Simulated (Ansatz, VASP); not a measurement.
Two plane-wave programs on LiCl

```
Li Cl
1.0
     0.00000    2.46217    2.56476
     2.46217    0.00000    2.56476
     2.46217    2.46217    0.00000
Li Cl
1 1
Direct
  0.00000 0.00000 0.00000
  0.50000 0.50000 0.50000
```

Change from the starting cell: strain -0.0400 x Voigt [1, 1, 0, 0, 0, 0], atoms carried along.

Alike in both runs: task single point; functional PBEsol; k mesh 8 × 8 × 8; occupations gaussian, width 0.05 eV; no spin polarisation.

|  | VASP | Ansatz |
| --- | --- | --- |
| version | VASP 6.6.1 | Ansatz 0.2.0 |
| potentials or method | VASP PAW PBE potentials, release 64 (Li_sv, Cl) | scalar-relativistic, plane waves, PAW |
| plane-wave cutoff (eV) | 520 | 420 |
| valence electrons in the cell | 10 | 10 |

|  | VASP | Ansatz | Ansatz less VASP |
| --- | --- | --- | --- |
| gap on the k mesh at the Fermi level (eV) | 6.56 | 6.54 | -0.018 |
| least direct gap on the mesh (eV) | 6.56 | 6.55 | -0.011 |

The functional is the same, so the differences come from potentials, cutoffs and numerics.

 A k mesh can miss the band edges.
